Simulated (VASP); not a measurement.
The system is MoSe2.

```
Mo Se
1.0
     3.28800    0.00000    0.00000
    -1.64400    2.84749    0.00000
     0.00000    0.00000   12.90000
Mo Se
2 4
Direct
  0.66667 0.33333 0.75000
  0.33333 0.66667 0.25000
  0.66667 0.33333 0.37500
  0.33333 0.66667 0.87500
  0.66667 0.33333 0.12500
  0.33333 0.66667 0.62500
```

Base run:

| Quantity | Value |
| --- | --- |
| Program | VASP 6.6.1 |
| Functional | r2SCAN |
| Potentials or basis | VASP PAW PBE potentials, release 64 (Mo_sv, Se) |
| Cutoff | 520 eV |
| k mesh | 8 × 8 × 2 |
| Occupations | gaussian, width 0.02 eV |
| Spin | spin-orbit coupling, no magnetisation |

Its results: pressure 7.0 GPa; largest force 0.934 eV/Å.

Question: The run is repeated on the same cell with these changes: functional from r2SCAN to PBE. What comes out?

Answer: Pressure 8.4 GPa; largest force 1.150 eV/Å.

Caveats: the cell's inner coordinates are idealised or old, which leaves forces on the atoms; the PAW data sets were made with another functional, which shifts forces and pressure a little (some runs); this functional lacks dispersion, which binds the layers, so the pressure and a relaxed spacing across them are unreliable (some runs).
